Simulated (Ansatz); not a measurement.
Calculation for GaP (rocksalt type): DFT, r2SCAN, all-electron PAW with datasets made for the crystal, scalar-relativistic (Ansatz 0.2.0). This run: the series' base cell.

The cell comes from a relaxation on PAW files under the same functional, begun from a prototype that needn't be the stable phase.

Command: `ansatz run input.yaml --threads 1 --pin off --max-ram 2048MiB --backend cpu --events-out ev --progress --plain --runs-dir out` It took 9.3 s on 1 thread of Intel(R) Xeon(R) 6975P-C (Granite Rapids), on a shared host, peak memory 0.56 GiB.

```yaml
crystal:
  lattice:
    - [0.0, 2.5589476207, 2.5589476207]
    - [2.5589476207, 0.0, 2.5589476207]
    - [2.5589476207, 2.5589476207, 0.0]
  atoms:
    - { symbol: Ga, position: [0.0, 0.0, 0.0] }
    - { symbol: P, position: [0.5, 0.5, 0.5] }
kpoints:
  mp_grid: { grid: [14, 14, 14] }
scf:
  occupations: { method: fermi_dirac, width: 0.05 }
hamiltonian:
  xc: r2scan
  pseudopotentials: { kind: all_electron, datasets: crystal }
output:
  forces: true
  stress: true
  eigenvalues: true
```

Output:

```
hamiltonian.pseudopotentials.datasets: crystal makes datasets for this crystal and solves the spheres of its atoms anew in each pass: cutoff 240.0 eV, the density's 1680.0 eV; for an error of 0.50 meV an atom under PBE, 1.0 meV for the cell; an energy difference from a run of another recipe may be off by several times the error for the cell, under r2SCAN by more, where some 0.1 meV an atom stays at smaller errors; P in spheres of 1.180 Å, 5 of its electrons in bands; Ga in spheres of 1.376 Å, 13 of its electrons in bands
Engine: ansatz 0.2.0
Pseudopotentials: kind: all_electron
Pseudopotential: Ga, paw, valence charge 13, recommended cutoff 240 eV (normal), crystal/all_electron/r2scan/scalar/gaussian/Ga, Koelling and Harmon's equation, gaussian nucleus
Pseudopotential: P, paw, valence charge 5, recommended cutoff 240 eV (normal), crystal/all_electron/r2scan/scalar/gaussian/P, Koelling and Harmon's equation, gaussian nucleus
Functional definition: r2SCAN
  parameter k0 = 0.174
  parameter k1 = 0.065
  parameter a1 = 4.9479
  exchange = r2scan_x(k0 = k0, k1 = k1, a1 = a1)
  correlation = r2scan_c
Crystal: 2 atoms, lattice volume = 33.513 Å³
Basis set: ecut = 240 eV, 283 PW (Γ), exchange–correlation on 75×75×75 points (27 copies of the dense FFT grid, shifted against one another)
Bands: 13, of which v1, the nominal top of the filled ones, is band 9 counted from 1 (8 counted from 0)
Symmetry: 48 space group operations
Space group: Fm-3m (ITA 225), of the structure as read, at distance tolerance 3.2e-5 Å
k-points: 104 of 2744
Non-local potential: Ga, projectors of the file, l = 0: 1, l = 1: 1, l = 2: 2
Non-local potential: P, projectors of the file, l = 0: 1, l = 1: 1
PAW form: soft (Blöchl's): semilocal exchange-correlation on the pseudo side does not see the compensation charge
PAW one-centre angular grid: Ga, 590 points (default); XC on its mesh's 1917 points in the sphere
PAW one-centre angular grid: P, 302 points (default); XC on its mesh's 1941 points in the sphere
Initial density: superposition of atomic densities (neutral atoms: chi_scale 0, normalization atom)
Initial wavefunctions: pseudopotential atomic-orbital guess
Functional: x = r2scan, c = r2scan; τ floored in thin density (d = 2e-4 eV/Å³)
iter 1 solved again at ethr=2.22e-3 eV; its pass at ethr=1.00e-1 eV (dr2=3.99e-1 eV) is discarded
SCF iter   1: F=—  HF=-62221.568095 eV  |F-HF|=—  |Δ(HF+E_count)|=         —  Δρ=3.02e-2  dr2=4.23e-1  dr2_τ=6.61e-3  ethr=2.22e-3  ⟨swp⟩=3.7  Hψ=7209  notcnv=0
preconditioner: auto → Kerker (q_TF=auto, 2.460 Å⁻¹)  [metal: Δε(μ)=0.048 eV  Ē_g=15.903 eV  σ=0.050 eV  W_gap=0.22  n_scr=14 (ndim 8)  ℏωp=27.2 eV  f_vac=0.000  D(μ)=1.13/eV (n_scr^D=14)]
SCF iter   2: F=—  HF=-62221.582348 eV  |F-HF|=—  |Δ(HF+E_count)|=   1.43e-2  Δρ=2.02e-2  dr2=1.84e-1  dr2_τ=1.54e-4  ethr=2.22e-3  ⟨swp⟩=2.0  Hψ=2705  notcnv=0
iter 3 solved again at ethr=4.77e-5 eV; its pass at ethr=1.02e-3 eV (dr2=8.59e-3 eV) is discarded
SCF iter   3: F=—  HF=-62221.572815 eV  |F-HF|=—  |Δ(HF+E_count)|=   9.53e-3  Δρ=5.28e-3  dr2=8.46e-3  dr2_τ=1.71e-4  ethr=4.77e-5  ⟨swp⟩=2.0  Hψ=6259  notcnv=0  defer=1
SCF iter   4: F=—  HF=-62221.574410 eV  |F-HF|=—  |Δ(HF+E_count)|=   1.59e-3  Δρ=1.86e-3  dr2=1.57e-3  dr2_τ=2.14e-5  ethr=4.70e-5  ⟨swp⟩=3.0  Hψ=2972  notcnv=0
SCF iter   5: F=—  HF=-62221.575745 eV  |F-HF|=—  |Δ(HF+E_count)|=   1.34e-3  Δρ=1.01e-3  dr2=5.76e-4  dr2_τ=7.21e-6  ethr=8.72e-6  ⟨swp⟩=2.5  Hψ=2389  notcnv=0
SCF iter   6: F=—  HF=-62221.575650 eV  |F-HF|=—  |Δ(HF+E_count)|=   9.49e-5  Δρ=3.22e-4  dr2=5.06e-5  dr2_τ=1.76e-6  ethr=3.20e-6  ⟨swp⟩=3.0  Hψ=3218  notcnv=0
SCF iter   7: F=—  HF=-62221.575618 eV  |F-HF|=—  |Δ(HF+E_count)|=   3.25e-5  Δρ=2.21e-4  dr2=2.89e-5  dr2_τ=1.72e-7  ethr=2.81e-7  ⟨swp⟩=2.9  Hψ=2454  notcnv=0
SCF iter   8: F=—  HF=-62221.575602 eV  |F-HF|=—  |Δ(HF+E_count)|=   1.56e-5  Δρ=5.44e-5  dr2=1.33e-6  dr2_τ=2.42e-9  ethr=1.61e-7  ⟨swp⟩=3.0  Hψ=3171  notcnv=0
SCF iter   9: F=—  HF=-62221.575601 eV  |F-HF|=—  |Δ(HF+E_count)|=   9.57e-7  Δρ=1.20e-5  dr2=6.00e-8  dr2_τ=4.63e-10  ethr=7.40e-9  ⟨swp⟩=3.0  Hψ=2634  notcnv=0
SCF iter  10: F=—  HF=-62221.575603 eV  |F-HF|=—  |Δ(HF+E_count)|=   1.98e-6  Δρ=6.17e-6  dr2=5.29e-9  dr2_τ=1.69e-9  ethr=3.34e-10  ⟨swp⟩=3.0  Hψ=2722  notcnv=0
SCF iter  11: F=-62221.575603 eV  HF=-62221.575603 eV  |F-HF|=1.81e-9  |Δ(HF+E_count)|=   2.02e-8  Δρ=3.04e-6  dr2=2.98e-9  dr2_τ=8.81e-11  ethr=2.94e-11  ⟨swp⟩=3.0  Hψ=3001  notcnv=0
SCF 1 converged in 11 iterations: F = -62221.575602 eV  dr2 = 2.98e-9
  Residual-converged pass: ⟨swp⟩=2.3  Hψ=2134  notcnv=0  max |occ|·‖R‖ = 5.2e-6 eV (tolerance 5.3e-6 eV)  dr2=3.02e-9  dr2_τ=8.89e-11  dr2_onsite=9.99e-9  max |Δocc| = 6.7e-10
  greatest PAW one-centre occupation: 0.999 electrons in one spin orbital (limit 2), on the Ga atom at site 0 (counted from 0), in its partial waves of l = 2
SCF converged after 11 iterations
Free energy (F): -62221.575602 eV
Harris-Foulkes:  -62221.575602 eV  (|F-HF|=1.81e-9)
Internal energy: -62221.567779 eV  (E = F + TS)
E sigma→0 (E₀):  -62221.571690 eV
Entropy (-TS):   -0.007823 eV (-3.912 meV/atom)
Past the cutoff: the bands carry plane waves up to 2.50 times it, of which those up to 1.5 times it add -0.000530 eV an atom, each by itself; the spheres take 0.000203 eV an atom off the energy for waves past 2.50 times it
Past the cutoffs: a stress includes 0.0015 GPa for waves and charges beyond them, in addition to the slope of what the spheres take
In the spheres:  the bands' charges fall short by 1.0e-5 e at most (sound up to 1e-3)
Fermi energy:    11.272066 eV
--- Per-component energies (eV) ---
  E_band       = 6.948350
  E_kinetic    = 123.557057
  E_local      = -967.742943  (includes V_loc(G=0)·N_el)
  E_nonlocal   = -502.274109
  E_hartree    = 504.954727
  E_xc         = -86.406339
  E_vxc        = -122.511073  (∫ρ·V_xc dr)
  E_paw        = -64112.843078  (= ΣΔE_a)
  E_vpaw       = -3810.847033  (= ΣTr[D̂ρ^β])
  E_vtau       = 7.084753  (kinetic-family band-sum trace: ∫τ·v_τ [+ j·A + Jᵃ·Aᵃ] dr)
  E_ewald      = -1450.585093
  E_smearing   = -0.007823  (= −TS)
  E_closure    = 4269.771999  (closes the sum)
  Σ components = -62221.575602   (vs F -62221.575602, Δ=7.28e-12)
  The terms above E_closure are by the made datasets' own strengths, without shells solved beside the bands.
--- Forces (eV/Å), atoms counted from 1 ---
  atom   1  Ga    -0.00000000     0.00000000     0.00000000
  atom   2  P      0.00000000    -0.00000000    -0.00000000
  max |Σ_I F_I| component: 2.71e-30 eV/Å
--- Stress (GPa, compression-positive) ---
        0.011499       0.000000       0.000000
       -0.000000       0.011499       0.000000
       -0.000000       0.000000       0.011499
  P = ⅓ Tr σ = 0.0115 GPa (0.115 kbar)
--- Band table (eV; the first three rows and the last of 104) ---
  k-point 0: bands = ["-3.9766", "-3.9766", "-3.9469", "-3.9469", "-3.9469", "-2.7428", "11.2133", "11.2133", "11.2133", "13.4611", "18.7156"]
  k-point 1: bands = ["-3.9782", "-3.9782", "-3.9471", "-3.9449", "-3.9449", "-2.6609", "10.4253", "11.2050", "11.2050", "14.0533", "18.5054"]
  k-point 2: bands = ["-3.9835", "-3.9835", "-3.9483", "-3.9385", "-3.9385", "-2.4164", "8.9935", "11.1899", "11.1899", "14.8331", "18.0122"]
  k-point 103: bands = ["-4.1608", "-3.9807", "-3.9448", "-3.9206", "-3.8742", "1.6605", "5.3866", "5.9904", "6.6660", "13.6187", "16.7574"]
```

Next run (volume at 0.64 of the series' base cell), as changes to the input before:

```diff
   lattice:
-    - [0.0, 2.5589476207, 2.5589476207]
-    - [2.5589476207, 0.0, 2.5589476207]
-    - [2.5589476207, 2.5589476207, 0.0]
+    - [0.0, 2.2052342096, 2.2052342096]
+    - [2.2052342096, 0.0, 2.2052342096]
+    - [2.2052342096, 2.2052342096, 0.0]
   atoms:
```

Command: `ansatz run input.yaml --threads 1 --pin off --max-ram 2048MiB --backend cpu --events-out ev --progress --plain --runs-dir out` It took 8.4 s on 1 thread of Intel(R) Xeon(R) 6975P-C (Granite Rapids), on a shared host, peak memory 0.56 GiB.

Results part of the output:

```
SCF 1 converged in 9 iterations: F = -62218.608870 eV  dr2 = 1.42e-9
  Residual-converged pass: ⟨swp⟩=3.0  Hψ=2535  notcnv=0  max |occ|·‖R‖ = 5.2e-6 eV (tolerance 5.3e-6 eV)  dr2=1.37e-9  dr2_τ=5.93e-10  dr2_onsite=5.49e-8  max |Δocc| = 3.8e-10
  greatest PAW one-centre occupation: 0.989 electrons in one spin orbital (limit 2), on the Ga atom at site 0 (counted from 0), in its partial waves of l = 2
SCF converged after 9 iterations
Free energy (F): -62218.608870 eV
Harris-Foulkes:  -62218.608870 eV  (|F-HF|=1.81e-8)
Internal energy: -62218.602768 eV  (E = F + TS)
E sigma→0 (E₀):  -62218.605819 eV
Entropy (-TS):   -0.006102 eV (-3.051 meV/atom)
Past the cutoff: the bands carry plane waves up to 2.50 times it, of which those up to 1.5 times it add -0.000472 eV an atom, each by itself; the spheres take 0.000196 eV an atom off the energy for waves past 2.50 times it
Past the cutoffs: a stress includes 0.0026 GPa for waves and charges beyond them, in addition to the slope of what the spheres take
In the spheres:  the bands' charges fall short by 5.4e-6 e at most (sound up to 1e-3)
Fermi energy:    20.547335 eV
--- Per-component energies (eV) ---
  E_band       = 142.891926
  E_kinetic    = 165.431241
  E_local      = -878.383503  (includes V_loc(G=0)·N_el)
  E_nonlocal   = -275.377547
  E_hartree    = 480.717618
  E_xc         = -100.659984
  E_vxc        = -138.555374  (∫ρ·V_xc dr)
  E_paw        = -63981.575228  (= ΣΔE_a)
  E_vpaw       = -3754.431928  (= ΣTr[D̂ρ^β])
  E_vtau       = 8.274751  (kinetic-family band-sum trace: ∫τ·v_τ [+ j·A + Jᵃ·Aᵃ] dr)
  E_ewald      = -1683.254893
  E_smearing   = -0.006102  (= −TS)
  E_closure    = 4054.499528  (closes the sum)
  Σ components = -62218.608870   (vs F -62218.608870, Δ=7.28e-12)
  The terms above E_closure are by the made datasets' own strengths, without shells solved beside the bands.
--- Forces (eV/Å), atoms counted from 1 ---
  atom   1  Ga    -0.00000000    -0.00000000    -0.00000000
  atom   2  P      0.00000000    -0.00000000     0.00000000
  max |Σ_I F_I| component: 1.36e-30 eV/Å
--- Stress (GPa, compression-positive) ---
      116.647650      -0.000000       0.000000
       -0.000000     116.647650      -0.000000
        0.000000      -0.000000     116.647650
  P = ⅓ Tr σ = 116.6476 GPa (1166.476 kbar)
--- Band table (eV; the first three rows and the last of 104) ---
  k-point 0: bands = ["1.3701", "3.9281", "3.9281", "3.9951", "3.9951", "3.9951", "20.3358", "20.3358", "20.3358", "27.2772", "27.2772"]
  k-point 1: bands = ["1.4889", "3.9216", "3.9216", "3.9919", "4.0031", "4.0031", "19.5392", "20.3034", "20.3034", "27.1077", "27.4659"]
  k-point 2: bands = ["1.8423", "3.8992", "3.8992", "3.9851", "4.0300", "4.0300", "17.7230", "20.2361", "20.2361", "26.5808", "27.5936"]
  k-point 103: bands = ["3.1822", "3.9009", "3.9576", "4.0575", "4.2834", "9.9021", "11.6639", "12.3705", "12.7103", "24.3744", "27.1947"]
```

Next run (volume at 0.55 of the series' base cell), as changes to the input before:

```diff
   lattice:
-    - [0.0, 2.2052342096, 2.2052342096]
-    - [2.2052342096, 0.0, 2.2052342096]
-    - [2.2052342096, 2.2052342096, 0.0]
+    - [0.0, 2.096600216, 2.096600216]
+    - [2.096600216, 0.0, 2.096600216]
+    - [2.096600216, 2.096600216, 0.0]
   atoms:
```

Command: `ansatz run input.yaml --threads 1 --pin off --max-ram 2048MiB --backend cpu --events-out ev --progress --plain --runs-dir out` It took 9.1 s on 1 thread of Intel(R) Xeon(R) 6975P-C (Granite Rapids), with other jobs on the host, peak memory 0.6 GiB.

Results part of the output:

```
SCF 1 converged in 9 iterations: F = -62215.589103 eV  dr2 = 1.85e-9
  Residual-converged pass: ⟨swp⟩=3.0  Hψ=2620  notcnv=0  max |occ|·‖R‖ = 5.2e-6 eV (tolerance 5.3e-6 eV)  dr2=2.09e-9  dr2_τ=9.75e-11  dr2_onsite=1.01e-8  max |Δocc| = 3.6e-10
  greatest PAW one-centre occupation: 0.981 electrons in one spin orbital (limit 2), on the Ga atom at site 0 (counted from 0), in its partial waves of l = 2
SCF converged after 9 iterations
Free energy (F): -62215.589103 eV
Harris-Foulkes:  -62215.589103 eV  (|F-HF|=1.02e-10)
Internal energy: -62215.582950 eV  (E = F + TS)
E sigma→0 (E₀):  -62215.586026 eV
Entropy (-TS):   -0.006153 eV (-3.076 meV/atom)
Past the cutoff: the bands carry plane waves up to 2.50 times it, of which those up to 1.5 times it add -0.000451 eV an atom, each by itself; the spheres take 0.000175 eV an atom off the energy for waves past 2.50 times it
Past the cutoffs: a stress includes 0.0021 GPa for waves and charges beyond them, in addition to the slope of what the spheres take
In the spheres:  the bands' charges fall short by 1.8e-6 e at most (sound up to 1e-3)
Fermi energy:    24.733537 eV
--- Per-component energies (eV) ---
  E_band       = 200.266907
  E_kinetic    = 206.783410
  E_local      = -959.632654  (includes V_loc(G=0)·N_el)
  E_nonlocal   = -93.598443
  E_hartree    = 512.091116
  E_xc         = -111.361703
  E_vxc        = -149.383067  (∫ρ·V_xc dr)
  E_paw        = -63860.944357  (= ΣΔE_a)
  E_vpaw       = -3698.779146  (= ΣTr[D̂ρ^β])
  E_vtau       = 9.141976  (kinetic-family band-sum trace: ∫τ·v_τ [+ j·A + Jᵃ·Aᵃ] dr)
  E_ewald      = -1770.471664
  E_smearing   = -0.006153  (= −TS)
  E_closure    = 3861.551346  (closes the sum)
  Σ components = -62215.589103   (vs F -62215.589103, Δ=0.00e0)
  The terms above E_closure are by the made datasets' own strengths, without shells solved beside the bands.
--- Forces (eV/Å), atoms counted from 1 ---
  atom   1  Ga    -0.00000000     0.00000000     0.00000000
  atom   2  P      0.00000000    -0.00000000     0.00000000
  max |Σ_I F_I| component: 1.71e-30 eV/Å
--- Stress (GPa, compression-positive) ---
      213.994393      -0.000000       0.000000
        0.000000     213.994393       0.000000
       -0.000000       0.000000     213.994393
  P = ⅓ Tr σ = 213.9944 GPa (2139.944 kbar)
--- Band table (eV; the first three rows and the last of 104) ---
  k-point 0: bands = ["3.2263", "7.1254", "7.1254", "7.2000", "7.2000", "7.2000", "24.4494", "24.4494", "24.4494", "31.0298", "31.0298"]
  k-point 1: bands = ["3.3595", "7.1159", "7.1159", "7.1937", "7.2124", "7.2124", "23.5571", "24.4009", "24.4009", "30.9169", "31.2570"]
  k-point 2: bands = ["3.7560", "7.0825", "7.0825", "7.1782", "7.2545", "7.2545", "21.5262", "24.2985", "24.2985", "30.5493", "31.5800"]
  k-point 103: bands = ["6.0806", "7.0849", "7.1104", "7.2612", "7.6384", "13.6059", "14.2724", "15.4777", "15.4916", "29.1138", "31.0140"]
```
